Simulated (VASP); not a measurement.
# Si in VASP: a series of runs

Aim: see how the results for Si move with the level of theory and the settings. Levels: PBE, PBE+D3(BJ), HF, LDA. Tasks: relaxation of the atoms.

Program: VASP 6.6.1. These are calculated values, not measurements. Logs are shortened: lines on timing, memory, paths and dates and some standing lists are left out, and cuts for length are marked.

### 1 The sheet as given

The cell holds a sheet with vacuum, 1 atom: a = 2.399 Å, b = 2.418 Å, c = 23.800 Å, α = 90.00°, β = 90.00°, γ = 90.00°.

The cell was built by a generator and needn't be a form met in nature.

### 2 Relaxation of the atoms, PBE

Input file INCAR:

```
SYSTEM = Si
  PREC = Accurate
  ENCUT = 520
  EDIFF = 1E-7
  ISMEAR = 0
  SIGMA = 0.05
  LREAL = .False.
  LASPH = .True.
  NELM = 60
  ALGO = Normal
  ISIF = 2
  LWAVE = .False.
  LCHARG = .False.
  LDIPOL = .True.
  IDIPOL = 3
  DIPOL = 0.5 0.5 0.294
  GGA = PE
  IBRION = 2
  NSW = 60
  EDIFFG = -0.02
```

Input file KPOINTS:

```
Automatic mesh
0
Gamma
  11 11 1
  0 0 0
```

Input file POSCAR:

```
Si
1.0
    2.3993200000      0.0000000000      0.0000000000
    0.0000000000      2.4179400000      0.0000000000
    0.0000000000      0.0000000000     23.8000000000
Si
1
Selective dynamics
Direct
    0.5000000000      0.5000000000      0.2941200000  F F F
```

Potentials or basis: VASP PAW PBE potentials, release 64 (Si).

Command:

```console
$ cat potpaw_PBE.64/Si/POTCAR > POTCAR
$ mpirun -np 1 vasp_std > vasp.out
```

OUTCAR:

```text
SYSTEM = Si
   PREC = Accurate
   ENCUT = 520
   EDIFF = 1E-7
   ISMEAR = 0
   LREAL = .False.
   LASPH = .True.
   NELM = 60
   ISIF = 2
   GGA = PE
   IBRION = 2
   NSW = 60
   EDIFFG = -0.02

 ion  position               nearest neighbor table
   1  0.500  0.500  0.294-

  LATTYP: Found a simple orthorhombic cell.
 ALAT       =     2.3993200000
 B/A-ratio  =     1.0077605322
 C/A-ratio  =     9.9194771852

  Lattice vectors:

 A1 = (   2.3993200000,   0.0000000000,   0.0000000000)
 A2 = (   0.0000000000,   2.4179400000,   0.0000000000)
 A3 = (   0.0000000000,   0.0000000000,  23.8000000000)

Analysis of symmetry for initial positions (statically):
=====================================================================
 Subroutine PRICEL returns:
 Original cell was already a primitive cell.

 Routine SETGRP: Setting up the symmetry group for a
 simple orthorhombic supercell.

 Subroutine GETGRP returns: Found  8 space group operations
 (whereof  4 operations were pure point group operations)
 out of a pool of  8 trial point group operations.

The static configuration has the point symmetry C_2v.
 The point group associated with its full space group is D_2h.

Analysis of symmetry for dynamics (positions and initial velocities):
=====================================================================
 Subroutine PRICEL returns:
 Original cell was already a primitive cell.

 Routine SETGRP: Setting up the symmetry group for a
 simple orthorhombic supercell.

 Subroutine GETGRP returns: Found  8 space group operations
 (whereof  4 operations were pure point group operations)
 out of a pool of  8 trial point group operations.

The dynamic configuration has the point symmetry C_2v.
 The point group associated with its full space group is D_2h.

Analysis of constrained symmetry for selective dynamics:
=====================================================================
 Subroutine PRICEL returns:
 Original cell was already a primitive cell.

 Routine SETGRP: Setting up the symmetry group for a
 simple orthorhombic supercell.

 Subroutine GETGRP returns: Found  8 space group operations
 (whereof  4 operations were pure point group operations)
 out of a pool of  8 trial point group operations.

The constrained configuration has the point symmetry C_2v.
 The point group associated with its full space group is D_2h.
[... 104 lines left out ...]
   ISYM   =      2    0-nonsym 1-usesym 2-fastsym
   POTIM  = 0.5000    time-step for ionic-motion
   TEBEG  =    0.0;   TEEND  =   0.0 temperature during run
   PSTRESS=    0.0 pullay stress
   NELECT =       4.0000    total number of electrons
   NUPDOWN=      -1.0000    fix difference up-down
   EMIN   =  10.00;   EMAX   =-10.00  energy-range for DOS
   EFERMI =   0.00;   METHOD = LEGACY
   ISMEAR =     0;   SIGMA  =   0.05  broadening in eV -4-tet -1-fermi 0-gaus
   EFERMI_NEDOS =   21; number of points for ismear=-14 and -15
   IALGO  =     38    algorithm
   IMIX   =      4    mixing-type and parameters
     AMIX     =   0.40;   BMIX     =  1.00
     AMIX_MAG =   1.60;   BMIX_MAG =  1.00
  volume/ion in A,a.u.               =     138.07       931.77
  Fermi-wavevector in a.u.,A,eV,Ry     =   0.502795  0.950145  3.439596  0.252803
  Thomas-Fermi vector in A             =   1.511992
   LORBIT       =      0    0 simple, 1 ext, 2 COOP (PROOUT), +10 PAW based schemes
   GGA     = PE    functional components
   LHFCALC =     F    Hartree Fock is set to
   AEXX    =    0.0000 exact exchange contribution
   IVDW    =     0    specifies the selected vdW correction
   LEPSILON=     F    determine dielectric tensor
   LRPA    =     F    only Hartree local field effects (RPA)
 conjugate gradient relaxation of ions
 non-spin polarized calculation
 Gauss-broadening in eV      SIGMA  =   0.05
  energy-cutoff  :      520.00
  volume of cell :      138.07
 maximum number of plane-waves:      3772
 NGX is ok and might be reduce to    18
   NGX =  9   NGY =  9   NGZ = 89

 dipolmoment           0.000000      0.000000     -0.000001 electrons x Angstroem

 number of electron       4.0000001 magnetization

 dipolmoment           0.000000      0.000000      0.000000 electrons x Angstroem

 Free energy of the ion-electron system (eV)
  ---------------------------------------------------
  ext. energy  EPLUGINS =         0.00000000
  ---------------------------------------------------
  free energy    TOTEN  =        -4.53471427 eV

  energy without entropy =       -4.53398645  energy(sigma->0) =       -4.53435036

 E-fermi :  -3.1265     XC(G=0):  -1.8884

 val. band max:       -3.1766598101   @ k =   0.3636   0.3636   0.0000
 cond. band min:      -3.0770592073   @ k =   0.0909   0.3636   0.0000
 fundamental gap:      0.0996006027
 Fermi energy:        -3.1265322341

 k-point     1 :       0.0000    0.0000    0.0000
  band No.  band energies     occupation
      1     -14.6019      2.00000
      2      -6.2915      2.00000
      3      -0.0714      0.00000
      4       1.2724      0.00000
      5       1.5894      0.00000
      6       2.2795      0.00000
[... 199 lines left out ...]
 k-point    24 :       0.4545    0.2727    0.0000
  band No.  band energies     occupation
      1      -7.8408      2.00000
      2      -5.7042      2.00000
      3      -0.1060      0.00000
      4       2.7709      0.00000
      5       3.5247      0.00000
      6       5.3565      0.00000

 [... further k-points ...]

------------------------ aborting loop because EDIFF is reached ----------------------------------------

 vacuum level on the upper side and lower side of the slab       (xc-potential included)        -0.018        -0.018

  FORCE on cell =-STRESS in cart. coord.  units (eV):
  Direction    XX          YY          ZZ          XY          YZ          ZX
  --------------------------------------------------------------------------------------
  -------------------------------------------------------------------------------------
  Total        0.3025595     -0.1219454     -0.0016302      0.0000000      0.0000000      0.0000000
  in kB        3.5108373     -1.4150292     -0.0189169      0.0000000      0.0000000      0.0000000
  external PRESSURE =       0.6922970 kB  Pullay stress =       0.0000000 kB

 VOLUME and BASIS-vectors are now :
 -----------------------------------------------------------------------------
  energy-cutoff  :      520.00
  volume of cell :      138.07
      direct lattice vectors                 reciprocal lattice vectors
     2.399320000  0.000000000  0.000000000     0.416784756  0.000000000  0.000000000
     0.000000000  2.417940000  0.000000000     0.000000000  0.413575192  0.000000000
     0.000000000  0.000000000 23.800000000     0.000000000  0.000000000  0.042016807

 POSITION                                       TOTAL-FORCE (eV/Angst)
 -----------------------------------------------------------------------------------
      1.19966      1.20897      7.00006         0.000000      0.000000      0.000000
 -----------------------------------------------------------------------------------
    total drift:                               -0.000000     -0.000000      0.000002

  FREE ENERGIE OF THE ION-ELECTRON SYSTEM (eV)
  ---------------------------------------------------
  free  energy   TOTEN  =        -4.5347142737 eV

  energy  without entropy=       -4.5339864536  energy(sigma->0) =       -4.53435036

 reached required accuracy - stopping structural energy minimisation

 vacuum level on the upper side and lower side of the slab         1.501         1.501
```

OSZICAR:

```text
N       E                     dE             d eps       ncg     rms          rms(c)
DAV:   1     0.175820515655E+02    0.17582E+02   -0.14284E+03   432   0.438E+02
DAV:   2    -0.402245642983E+01   -0.21605E+02   -0.15330E+02   600   0.566E+01
DAV:   3    -0.470487439241E+01   -0.68242E+00   -0.66901E+00   642   0.154E+01
[... 13 lines left out ...]
DAV:  17    -0.453471049495E+01   -0.25430E-05   -0.60382E-08   648   0.915E-04    0.447E-04
DAV:  18    -0.453471394762E+01   -0.34527E-05   -0.15768E-07   522   0.122E-03    0.382E-04
DAV:  19    -0.453471411711E+01   -0.16949E-06   -0.44551E-09   594   0.310E-04    0.104E-04
DAV:  20    -0.453471426371E+01   -0.14660E-06   -0.23841E-09   462   0.163E-04    0.276E-05
DAV:  21    -0.453471427368E+01   -0.99719E-08   -0.11024E-10   564   0.443E-05
   1 F= -.45347143E+01 E0= -.45343504E+01  d E =-.453471E+01
```

CONTCAR:

```text
Si
   1.00000000000000
     2.3993199999999999    0.0000000000000000    0.0000000000000000
     0.0000000000000000    2.4179400000000002    0.0000000000000000
     0.0000000000000000    0.0000000000000000   23.8000000000000007
  Si
     1
Selective dynamics
Direct
     0.5000000000000000    0.5000000000000000    0.2941199999999995   F   F   F

  0.00000000E+00  0.00000000E+00  0.00000000E+00
```

Run time: 30 s. Hardware: 1 thread of Intel Xeon 6975P-C (Granite Rapids), shared host; peak memory 0.22 GiB.

What came out:

```yaml
Free_energy: -4.5347 eV
Band_gap_on_the_k_mesh: none (metal or under the smearing width)
```

Final structure:
```
CELL_PARAMETERS angstrom
2.39932 0.00000 0.00000
0.00000 2.41794 0.00000
0.00000 0.00000 23.80000
ATOMIC_POSITIONS crystal
Si 0.50000 0.50000 0.29412
```

Caveat: the relaxation stopped at its first step, so nothing moved.

### 3 Relaxation of the atoms, PBE+D3(BJ)

Input file INCAR:

```
ALGO     = Normal         # electronic algorithm
DIPOL    = 0.5 0.5 0.294
EDIFF    = 1E-6           # SCF threshold, eV
EDIFFG   = -0.005         # ionic threshold
ENCUT    = 520            # plane-wave cutoff, eV
GGA      = PE             # functional
IBRION   = 2              # ionic algorithm
IDIPOL   = 3            
ISIF     = 2              # what is computed and relaxed
ISMEAR   = 0              # smearing method
IVDW     = 12             # dispersion correction
LASPH    = T              # aspherical terms in the spheres
LCHARG   = F              # write CHGCAR
LDIPOL   = T            
LREAL    = F              # projectors in reciprocal space
LWAVE    = F              # write WAVECAR
NELM     = 80             # most SCF steps
NSW      = 60             # ionic steps
PREC     = Accurate       # precision mode
SIGMA    = 0.05           # smearing width, eV
```

Input file KPOINTS:

```
k-points
0
Gamma
  11 11 1
```

POSCAR is that of step 2.

Potentials or basis: VASP PAW PBE potentials, release 64 (Si).

Command:

```console
$ cat potpaw_PBE.64/Si/POTCAR > POTCAR
$ mpirun -np 1 vasp_std > vasp.out
```

Run time: 35 s. Hardware: 1 thread of Intel Xeon 6975P-C (Granite Rapids), shared host; peak memory 0.22 GiB.

It converged, with:

```
Free energy                : -4.6803 eV
Band gap on the k mesh     : none (metal or under the smearing width)
Dispersion energy per atom : -0.146 eV
```

Final structure:
```yaml
crystal:
  lattice:
    - [2.39932, 0.00000, 0.00000]
    - [0.00000, 2.41794, 0.00000]
    - [0.00000, 0.00000, 23.80000]
  atoms:
    - { symbol: Si, position: [0.50000, 0.50000, 0.29412] }
```

Levels at points of the mesh, in eV from the Fermi level:
```
           k point  band 1  band 2  band 3  band 4  band 5  band 6
(0.00, 0.00, 0.00)  -11.48   -3.16    3.06    4.40    4.69    5.37
```

Caveat: the relaxation stopped at its first step, so nothing moved.

### 4 Relaxation of the atoms, HF, collinear spin, ferromagnetic start (cell strained at random at fixed volume)

Input file POSCAR:

```
Si
1.0
    2.4040870000     -0.0066920000     -0.0266610000
   -0.0067440000      2.4888950000      0.0525370000
   -0.2644660000      0.5171250000     23.0896310000
Si
1
Direct
    0.5028780000      0.4995680000      0.2938900000
```

Input file INCAR.step1:

```
  ALGO = Normal
  DIPOL = 0.5 0.5 0.294
  EDIFF = 1E-5
  ENCUT = 520
  GGA = PE
  IDIPOL = 3
  ISMEAR = -1
  ISPIN = 2
  LASPH = T
  LCHARG = F
  LDIPOL = T
  LORBIT = 11
  LREAL = F
  LWAVE = T
  MAGMOM = 0.5
  NBANDS = 6
  NELM = 100
  POTIM = 0.1
  PREC = Accurate
  SIGMA = 0.05
  SMASS = 0.4
```

Input file INCAR.step2:

```
  AEXX = 1.0
  AGGAC = 0.0
  ALDAC = 0.0
  ALGO = Normal
  DIPOL = 0.5 0.5 0.294
  EDIFF = 1E-6
  EDIFFG = -0.005
  ENCUT = 520
  GGA = PE
  HFRCUT = -1
  IBRION = 3
  IDIPOL = 3
  ISIF = 2
  ISMEAR = -1
  ISPIN = 2
  ISTART = 1
  LASPH = T
  LCHARG = F
  LDIPOL = T
  LHFCALC = T
  LORBIT = 11
  LREAL = F
  LWAVE = F
  MAGMOM = 0.5
  NBANDS = 6
  NELM = 100
  NSW = 40
  POTIM = 0.1
  PREC = Accurate
  PRECFOCK = Fast
  SIGMA = 0.05
  SMASS = 0.4
```

Input file KPOINTS:

```
k-points
0
Gamma
  7 7 1
```

Command:

```console
$ cat potpaw_PBE.64/Si/POTCAR > POTCAR
$ cp INCAR.step1 INCAR
$ mpirun -np 1 vasp_std > vasp.out
$ cp INCAR.step2 INCAR
$ mpirun -np 1 vasp_std > vasp.out
```

Wall time 12 min (1 thread of Intel Xeon 6975P-C (Granite Rapids), shared host); peak memory 0.29 GiB.

The run converged. Its results:

```yaml
Free_energy: -7.9378 eV
Band_gap_on_the_k_mesh: none (metal or under the smearing width)
Net_moment: 0.00 μB per cell
Valence_electrons_inside_the_program's_atomic_spheres: Si 1.70
```

Final structure:
```
Si
1.0
     2.40409   -0.00669   -0.02666
    -0.00674    2.48889    0.05254
    -0.26447    0.51712   23.08963
Si
1
Direct
  0.50288 0.49957 0.29389
```

Levels at points of the mesh, in eV from the Fermi level:
Spin up:
```tsv
k point	band 1	band 2	band 3	band 4	band 5	band 6
(0.00, 0.00, 0.00)	-19.13	-7.17	4.28	4.63	4.69	5.73
```
Spin down:
```csv
k point,band 1,band 2,band 3,band 4,band 5,band 6
"(0.00, 0.00, 0.00)",-19.13,-7.17,4.28,4.63,4.69,5.73
```

Caveat: the k mesh is coarse (spacing up to 0.37 Å⁻¹), so the values aren't converged, least of all with exact exchange; the relaxation stopped at its first step, so nothing moved; the PAW data sets were made with another functional, which shifts forces and pressure a little.

### 5 Relaxation of the atoms, LDA

Input file INCAR:

```
  PREC = Accurate
  ENCUT = 520
  EDIFF = 1E-6
  ISMEAR = -1
  SIGMA = 0.05
  LREAL = F
  LASPH = T
  NELM = 80
  ALGO = Fast
  ISIF = 2
  LWAVE = F
  LCHARG = F
  LDIPOL = T
  IDIPOL = 3
  DIPOL = 0.5 0.5 0.294
  IBRION = 2
  NSW = 60
  EDIFFG = -0.02
```

Input file KPOINTS:

```
regular mesh
0
Gamma
  11 11 1
```

Input file POSCAR:

```
Si
1.0
    2.3993200000      0.0000000000      0.0000000000
    0.0000000000      2.4179400000      0.0000000000
    0.0000000000      0.0000000000     23.8000000000
Si
1
Selective dynamics
Direct
    0.5000000000      0.5000000000      0.2941200000  F F F
```

Potentials or basis: VASP PAW LDA potentials, release 64 (Si).

Command:

```console
$ cat potpaw_LDA.64/Si/POTCAR > POTCAR
$ mpirun -np 1 vasp_std > vasp.out
```

OUTCAR:

```text
PREC = Accurate
   ENCUT = 520
   EDIFF = 1E-6
   ISMEAR = -1
   LREAL = F
   LASPH = T
   NELM = 80
   ISIF = 2
   IBRION = 2
   NSW = 60
   EDIFFG = -0.02

 ion  position               nearest neighbor table
   1  0.500  0.500  0.294-

  LATTYP: Found a simple orthorhombic cell.
 ALAT       =     2.3993200000
 B/A-ratio  =     1.0077605322
 C/A-ratio  =     9.9194771852

  Lattice vectors:

 A1 = (   2.3993200000,   0.0000000000,   0.0000000000)
 A2 = (   0.0000000000,   2.4179400000,   0.0000000000)
 A3 = (   0.0000000000,   0.0000000000,  23.8000000000)

[... 424 lines left out ...]

  FORCE on cell =-STRESS in cart. coord.  units (eV):
  Direction    XX          YY          ZZ          XY          YZ          ZX
  --------------------------------------------------------------------------------------
  -------------------------------------------------------------------------------------
  Total       -0.2339191     -0.5825832     -0.0017299      0.0000000      0.0000000      0.0000000
  in kB       -2.7143491     -6.7601747     -0.0200730      0.0000000      0.0000000      0.0000000
  external PRESSURE =      -3.1648656 kB  Pullay stress =       0.0000000 kB

 VOLUME and BASIS-vectors are now :
 -----------------------------------------------------------------------------
  energy-cutoff  :      520.00
  volume of cell :      138.07
      direct lattice vectors                 reciprocal lattice vectors
     2.399320000  0.000000000  0.000000000     0.416784756  0.000000000  0.000000000
     0.000000000  2.417940000  0.000000000     0.000000000  0.413575192  0.000000000
     0.000000000  0.000000000 23.800000000     0.000000000  0.000000000  0.042016807

 POSITION                                       TOTAL-FORCE (eV/Angst)
 -----------------------------------------------------------------------------------
      1.19966      1.20897      7.00006         0.000000      0.000000      0.000000
 -----------------------------------------------------------------------------------
    total drift:                               -0.000000     -0.000000      0.000015

  FREE ENERGIE OF THE ION-ELECTRON SYSTEM (eV)
  ---------------------------------------------------
  free  energy   TOTEN  =        -5.0032717086 eV

  energy  without entropy=       -4.9973088130  energy(sigma->0) =       -5.00029026

 reached required accuracy - stopping structural energy minimisation

 vacuum level on the upper side and lower side of the slab         1.532         1.532
```

CONTCAR:

```text
Si
   1.00000000000000
     2.3993199999999999    0.0000000000000000    0.0000000000000000
     0.0000000000000000    2.4179400000000002    0.0000000000000000
     0.0000000000000000    0.0000000000000000   23.8000000000000007
  Si
     1
Selective dynamics
Direct
     0.5000000000000000    0.5000000000000000    0.2941199999999995   F   F   F

  0.00000000E+00  0.00000000E+00  0.00000000E+00
```

Wall time 32 s (1 thread of Intel Xeon Platinum 8488C (Sapphire Rapids), shared host); peak memory 0.18 GiB.

Results:

| Property | Result |
| --- | --- |
| Free energy | -5.0033 eV |
| Band gap on the k mesh | none (metal or under the smearing width) |

Final structure:
```
CELL_PARAMETERS angstrom
2.39932 0.00000 0.00000
0.00000 2.41794 0.00000
0.00000 0.00000 23.80000
ATOMIC_POSITIONS crystal
Si 0.50000 0.50000 0.29412
```

Levels at points of the mesh, in eV from the Fermi level:
```csv
k point,band 1,band 2,band 3,band 4,band 5,band 6
"(0.00, 0.00, 0.00)",-11.45,-3.16,3.04,4.61,4.93,5.60
```

Caveat: the relaxation stopped at its first step, so nothing moved.

### 6 The reference run

An earlier run on the cell as given: functional PBE; potentials or basis VASP PAW PBE potentials, release 64 (Si); cutoff 520 eV; k mesh 11 × 11 × 1; occupations fermi-dirac, width 0.05 eV; no spin polarisation.

* Band gap on the k mesh: none (metal or under the smearing width)

### 7 Overview

| task | level | potentials or basis | spin | cell | k mesh | smearing | atoms held fixed (from 0) | grid for exact exchange (PRECFOCK) | exchange at q = 0 | other keys | mesh quality | gap on the mesh (eV) |
| --- | --- | --- | --- | --- | --- | --- | --- | --- | --- | --- | --- | --- |
| relaxation of the atoms | PBE | VASP PAW PBE potentials, release 64 (Si) | off | atoms relaxed | 11 × 11 × 1 | gaussian 0.05 eV | [0] | - | - | - | not flagged | none |
| relaxation of the atoms | PBE+D3(BJ) | VASP PAW PBE potentials, release 64 (Si) | off | atoms relaxed | 11 × 11 × 1 | gaussian 0.05 eV | [0] | - | - | - | not flagged | none |
| relaxation of the atoms | HF | VASP PAW PBE potentials, release 64 (Si) | collinear, ferromagnetic start | atoms relaxed from: cell strained at random at fixed volume | 7 × 7 × 1 | fermi-dirac 0.05 eV | - | Fast | truncated | IBRION = 3; POTIM = 0.1; SMASS = 0.4; NBANDS = 6 | coarse | none |
| relaxation of the atoms | LDA | VASP PAW LDA potentials, release 64 (Si) | off | atoms relaxed | 11 × 11 × 1 | fermi-dirac 0.05 eV | [0] | - | - | - | not flagged | none |
| single point | PBE | VASP PAW PBE potentials, release 64 (Si) | off | as given | 11 × 11 × 1 | fermi-dirac 0.05 eV | - | - | - | - | not flagged | none |

Alike in all rows: cutoff (eV) 520.

Caveats: some runs use coarse meshes; the relaxation stopped at its first step, so nothing moved (some runs); the PAW data sets were made with another functional, which shifts forces and pressure a little (some runs).

Absolute energies hang on the potentials; compare differences alone.
